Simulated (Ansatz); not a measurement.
**Phases of Pd at 0.67 GPa**

Structure types of Pd are relaxed in primitive cells with their symmetry kept at 0.67 GPa, first on PAW files, then by LAPW. The enthalpy is E + pV at zero temperature, without zero-point motion. Only the types listed were tried, and differences under about 5 meV/atom are mesh noise.

Level of theory: DFT with PBE, scalar-relativistic, in Ansatz 0.2.0; Fermi–Dirac smearing of 0.08 eV, no spin polarisation. LAPW: all electrons, basis error target 0.5 meV/atom; PAW: frozen-core files, cutoff 420 eV.

k meshes: fcc 17×17×17, bcc 17×17×17, hcp 16×16×9, beta tin 16×16×16, simple hexagonal 16×16×15, diamond 12×12×12.

```tsv
start type	ends as	a, b, c (Å)	V (Å³/atom)	H − H(lowest), LAPW (meV/atom)
fcc	fcc, Fm-3m	3.939, 3.939, 3.939	15.28	0.0
bcc	bcc, Im-3m	3.134, 3.134, 3.134	15.39	44.5
hcp	hcp, P6_3/mmc	2.770, 2.770, 4.619	15.35	29.2
beta tin	beta tin, I4_1/amd	5.004, 5.004, 2.687	16.82	349.3
simple hexagonal	simple hexagonal, P6/mmm	2.691, 2.691, 2.636	16.53	?
diamond	diamond, Fd-3m	5.792, 5.792, 5.792	24.29	?
```

Task: Give the missing entry: row "simple hexagonal", column "H − H(lowest), LAPW (meV/atom)".

Result: 252.2.

Task: Give the missing entry: row "diamond", column "H − H(lowest), LAPW (meV/atom)".

Result: 1178.0.
